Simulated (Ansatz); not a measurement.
# Fe in Ansatz: the effect of functional

Fe:

```
Fe
1.0
    -1.42350    1.42350    1.42350
     1.42350   -1.42350    1.42350
     1.42350    1.42350   -1.42350
Fe
1
Direct
  0.00000 0.00000 0.00000
```

The cell isn't the ideal one: volume scaled by 0.96.

Alike in all runs:

* Program: Ansatz 0.2.0
* Task: single point
* Potentials or basis: Ansatz PAW
* k mesh: 13 × 13 × 13
* Occupations: fermi-dirac, width 0.05 eV
* Spin: collinear spin, ferromagnetic start
* Starting moments: [3.0] μB

```csv
functional,cutoff,pressure (GPa),moment (μB)
LDA,420 eV (not typed: the program's choice for these potentials),-20.9,2.13
r2SCAN,500 eV (not typed: the program's choice for these potentials),?,?
PBE,420 eV (not typed: the program's choice for these potentials),-3.8,2.15
```

Question: What does the run with functional r2SCAN give?

Answer: Pressure 4.3 GPa; moment 2.65 μB.

Caveats: the PAW data sets come from PBE, with cores solved anew for the run's functional, which leaves a small shift of forces and pressure (some runs); the magnetic or orbital state may not be the lowest (some runs).
